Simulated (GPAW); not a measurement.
A calculation with GPAW 26.7.0 of Ti (cli, structure from a POSCAR):

POSCAR

```
Ti
1.0
    2.9500000000      0.0000000000      0.0000000000
   -1.4750000000      2.5547749412      0.0000000000
    0.0000000000      0.0000000000      4.6800000000
Ti
2
Direct
    0.6666666667      0.3333333333      0.7500000000
    0.3333333333      0.6666666667      0.2500000000
```

Potentials or basis: GPAW PAW data sets (gpaw-data 1.2.1), pw.

The run is started by

```console
$ OMP_NUM_THREADS=1 gpaw run POSCAR -p 'mode=PW(600),xc=PBE,kpts={size:(10,10,6),gamma:True},occupations={name:fermi-dirac,width:0.05},nbands=24,convergence={density:1e-05,energy:1e-05},maxiter=150,txt=gpaw.txt' --properties efs -w gs.gpw
```

Task: Write the same calculation in another form: ASE script, structure typed inline.

Result: As run:

Contents of run.py:

```python
from ase import Atoms
from ase.dft.bandgap import bandgap
from ase.io import write
from ase.units import Bohr, GPa
from gpaw import GPAW, PW
from gpaw.elf import elf_from_dft_calculation

atoms = Atoms(['Ti', 'Ti'],
              cell=[[2.95, 0.0, 0.0],
                    [-1.475, 2.5547749412, 0.0],
                    [0.0, 0.0, 4.68]],
              scaled_positions=[[0.6666666667, 0.3333333333, 0.75],
                                [0.3333333333, 0.6666666667, 0.25]],
              pbc=True)

calc = GPAW(mode=PW(600),
            xc='PBE',
            kpts={'size': (10, 10, 6), 'gamma': True},
            occupations={'name': 'fermi-dirac', 'width': 0.05},
            nbands=24,
            convergence={'density': 1e-05, 'energy': 1e-05},
            maxiter=150,
            txt='gpaw.txt')
atoms.calc = calc
energy = atoms.get_potential_energy()
forces = atoms.get_forces()
stress = atoms.get_stress()
calc.write('gs.gpw')
write('result.traj', atoms)
print(f'Energy: {energy:.6f} eV')
print('Forces (eV/A):')
print(forces.round(4))
print('Stress (GPa):', (stress / GPa).round(3))
print('Fermi level:', round(calc.get_fermi_level(), 4), 'eV')
print(f'Gap: {bandgap(calc)[0]:.4f} eV, direct: {bandgap(calc, direct=True)[0]:.4f} eV')

# fields on the real-space grid
write('density.cube', atoms, data=calc.get_pseudo_density() * Bohr**3)
write('potential.cube', atoms, data=calc.get_electrostatic_potential())
write('elf.cube', atoms, data=elf_from_dft_calculation(calc).data)
```

Potentials or basis: GPAW PAW data sets (gpaw-data 1.2.1), pw.

Run with:

```sh
$ OMP_NUM_THREADS=1 python run.py
```

Both were run:

|  | cli, structure from a POSCAR | ASE script, structure typed inline |
| --- | --- | --- |
| Pressure | -2.0 GPa | -2.0 GPa |
| Band gap on the k mesh | none (metal or under the smearing width) | none (metal or under the smearing width) |

Keys that steer only the numerical path or the files written may differ.
